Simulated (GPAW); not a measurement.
The system is PtSe2 (Sudovikovite).

```
CELL_PARAMETERS angstrom
3.72400 0.00000 0.00000
-1.86200 3.22508 0.00000
0.00000 0.00000 5.06200
ATOMIC_POSITIONS crystal
Pt 0.00000 0.00000 0.00000
Se 0.66667 0.33333 0.75000
Se 0.33333 0.66667 0.25000
```

Base run:

* Program: GPAW 26.7.0
* Functional: SOGGA
* Potentials or basis: PAW data sets generated in the run's folder for this functional
* Cutoff: 600 eV
* Basis: pw
* k mesh: 6 × 6 × 4
* Occupations: fermi-dirac, width 0.05 eV
* Spin: spin-orbit coupling, no magnetisation

Its results: pressure 2.0 GPa; largest force 0.354 eV/Å.

The run is repeated on the same cell with these changes: functional from SOGGA to PBEint; spin axis phi (degrees) from 0 to 45. What comes out?

Pressure 3.2 GPa; largest force 0.379 eV/Å.

Caveats: spin-orbit coupling was added after a scalar SCF, so levels and gaps hold it while energy, forces, pressure and moments don't.
